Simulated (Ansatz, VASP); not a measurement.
## Si: VASP beside Ansatz

File INCAR:

```
ALGO     = Normal         # electronic algorithm
EDIFF    = 1E-7           # SCF threshold, eV
ENCUT    = 520            # plane-wave cutoff, eV
GGA      = PE             # functional
ISIF     = 2              # what is computed and relaxed
ISMEAR   = 0              # smearing method
LASPH    = True           # aspherical terms in the spheres
LCHARG   = False          # write CHGCAR
LREAL    = False          # projectors in reciprocal space
LWAVE    = False          # write WAVECAR
NBANDS   = 11             # bands
NELM     = 100            # most SCF steps
PREC     = Accurate       # precision mode
SIGMA    = 0.01           # smearing width, eV
```

Contents of KPOINTS:

```
k-points
0
Gamma
  6 6 6
```

POSCAR

```
Si
1.0
    0.0000000000      2.7887905915      2.7887905915
    2.7887905915      0.0000000000      2.7887905915
    2.7887905915      2.7887905915      0.0000000000
Si
2
Direct
    0.0000000000      0.0000000000      0.0000000000
    0.2500000000      0.2500000000      0.2500000000
```

Input for Ansatz:

```yaml
crystal:
  lattice:
    - [0.0, 2.7887905915, 2.7887905915]
    - [2.7887905915, 0.0, 2.7887905915]
    - [2.7887905915, 2.7887905915, 0.0]
  atoms:
    - { symbol: Si, position: [0.0, 0.0, 0.0] }
    - { symbol: Si, position: [0.25, 0.25, 0.25] }
kpoints:
  mp_grid: { grid: [6, 6, 6] }
hamiltonian:
  xc: pbe
scf:
  occupations: { method: fixed }
  n_extra_bands: 4
output:
  forces: true
  stress: true
  eigenvalues: true
```

Alike in both runs: task single point; functional PBE; k mesh 6 × 6 × 6; no spin polarisation.

|  | VASP | Ansatz |
| --- | --- | --- |
| version | VASP 6.6.1 | Ansatz 0.2.0 |
| potentials or method | VASP PAW PBE potentials, release 64 (Si) | plane waves, PAW |
| plane-wave cutoff (eV) | 520 | 420 |
| occupations | gaussian, width 0.01 eV | fixed |
| valence electrons in the cell | 8 | 8 |

VASP gave:

| Quantity | Value |
| --- | --- |
| gap on the k mesh at the Fermi level (eV) | 0.83 |
| pressure (GPa) | -4.6 |

Question: What did Ansatz give for the same quantities?

Answer: gap on the k mesh at the Fermi level (eV): 0.83; pressure (GPa): -4.5.

A k mesh can miss the band edges. As with any semilocal functional, this PBE gap is likely too small.
